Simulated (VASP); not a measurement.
Runs of VASP 6.6.1 on Ir. It takes space group P6_3/mmc (No. 194, hexagonal). The conventional cell has a = 2.718 Å, b = 2.718 Å, c = 4.439 Å, α = 90.00°, β = 90.00°, γ = 120.00°. Ir (site symmetry -6m2) has 12 Ir at 2.72 Å as nearest neighbours. This isn't the form of Ir at room conditions, which is fcc.

| task | level | potentials or basis | cell | k mesh | cutoff (eV) | mesh quality | gap on the mesh (eV) | pressure (GPa) | relaxed volume (Å³/atom) |
| --- | --- | --- | --- | --- | --- | --- | --- | --- | --- |
| relaxation of cell and atoms | PBEsol | VASP PAW PBE potentials, release 64 (Ir) | relaxed | 18 × 18 × 10 | 600 | not flagged | none | 0.0 | 14.15 |
| relaxation of cell and atoms | PBEsol | VASP PAW PBE potentials, release 64 (Ir) | relaxed | 6 × 6 × 4 | 600 | coarse | none | 0.0 | 14.15 |
| single point | PBEsol | VASP PAW PBE potentials, release 64 (Ir) | as given | 18 × 18 × 10 | 520 | not flagged | none | -1.4 | - |
| relaxation of cell and atoms | LDA | VASP PAW LDA potentials, release 64 (Ir) | relaxed | 18 × 18 × 10 | 600 | not flagged | none | 0.0 | (a) |
| relaxation of cell and atoms | RPBE | VASP PAW PBE potentials, release 64 (Ir) | relaxed | 18 × 18 × 10 | 600 | not flagged | none | 0.0 | 14.76 |
| relaxation of cell and atoms | PBEsol | VASP PAW PBE potentials, release 64 (Ir) | relaxed | 18 × 18 × 10 | 300 | not flagged | none | 0.0 | 14.12 |
| relaxation of cell and atoms | PBEsol | VASP PAW PBE potentials, release 64 (Ir) | relaxed | 18 × 18 × 10 | 580 | not flagged | none | 0.0 | 14.15 |

Alike in all rows: no spin polarisation; smearing gaussian 0.1 eV.

Problem. Fill in the values left out.

Solution. (a) 13.99.

Caveats: some runs use coarse meshes; the PAW data sets were made with another functional, which shifts forces and pressure a little (some runs).

A k mesh can miss the band edges, and the runs leave out spin-orbit coupling on Ir.

A gap of «none» marks a metal or a gap under the smearing width.

Runs at the PBE level aren't shown here.
